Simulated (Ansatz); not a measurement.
Here is an Ansatz 0.2.0 calculation.

Contents of input.yaml:

```yaml
crystal:
  lattice:
    - [0.0, 2.0859016414, 2.0859016414]
    - [2.0859016414, 0.0, 2.0859016414]
    - [2.0859016414, 2.0859016414, 0.0]
  atoms:
    - { symbol: Ni, position: [0.0, 0.0, 0.0], spin: 1.0 }
    - { symbol: O, position: [0.5, 0.5, 0.5] }
hamiltonian:
  xc: { exchange: slater, correlation: vwn5 }
  pseudopotentials: { kind: paw }
magnetization:
  spin_polarized: true
kpoints:
  mp_grid: { grid: [11, 11, 11] }
scf:
  occupations: { method: fermi_dirac, width: 0.05 }
output:
  forces: true
  stress: true
  write_density: true
  write_potential: true
  elf: true
  volumetric_format: npy
relax:
  f_tol: 0.01
  max_steps: 40
  cell: { stress_tol: 0.05 }
```

Potentials or basis: Ansatz PAW.

Run with:

```bash
$ ansatz run input.yaml --threads 2 --pin off --max-ram 5120MiB --backend cpu --events-out ev --progress --plain --runs-dir out
```

Task: Predict the relaxed cell.

Result: a = 2.859 Å, b = 2.859 Å, c = 2.859 Å, α = 60.00°, β = 60.00°, γ = 60.00°.

Task: What does it give for the relaxed volume?

Result: 8.26 Å³/atom.

Step by step:
```tsv
step	energy change (eV)	largest force (eV/Å)	volume (Å³)
1	0.0000	0.0000	18.15
2	-0.0873	0.0000	17.30
3	-0.1170	0.0000	16.44
4	-0.1169	0.0000	16.57
5	-0.1169	0.0000	16.56
6	-0.1103	0.0000	16.56
7	-0.1106	0.0000	16.53
8	-0.1104	0.0000	16.53
```

Caveat: the plane-wave basis is chosen anew once the cell has moved, so the energies of steps on either side of that aren't comparable; the pressure holds a Pulay correction of +1.0 GPa for the finite cutoff; the PAW data sets come from PBE, with cores solved anew for the run's functional, which leaves a small shift of forces and pressure.
